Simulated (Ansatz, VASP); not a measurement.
## CaO in VASP and in Ansatz

```
Ca O
1.0
    -0.02449    2.44900    2.44900
     2.44900   -0.02449    2.44900
     2.42451    2.42451    0.00000
Ca O
1 1
Direct
  0.00000 0.00000 0.00000
  0.50000 0.50000 0.50000
```

Change from the starting cell: strain -0.0200 x Voigt [0, 0, 0, 0, 0, 1], atoms carried along.

Alike in both runs: task single point; functional LDA; k mesh 8 × 8 × 8; occupations gaussian, width 0.05 eV; no spin polarisation.

```csv
,VASP,Ansatz
version,VASP 6.6.1,Ansatz 0.2.0
potentials or method,"VASP PAW LDA potentials, release 64 (Ca_sv, O)","scalar-relativistic, plane waves, PAW"
plane-wave cutoff (eV),520,420
valence electrons in the cell,16,16
```

|  | VASP | Ansatz | Ansatz less VASP |
| --- | --- | --- | --- |
| gap on the k mesh at the Fermi level (eV) | 3.44 | 3.46 | +0.023 |
| least direct gap on the mesh (eV) | 3.81 | 3.84 | +0.025 |
| pressure (GPa) | -11.2 | -11.8 | -0.59 |
| largest component of the traceless stress (GPa) | 1.53 | 1.54 | +0.011 |

A k mesh can miss the band edges.
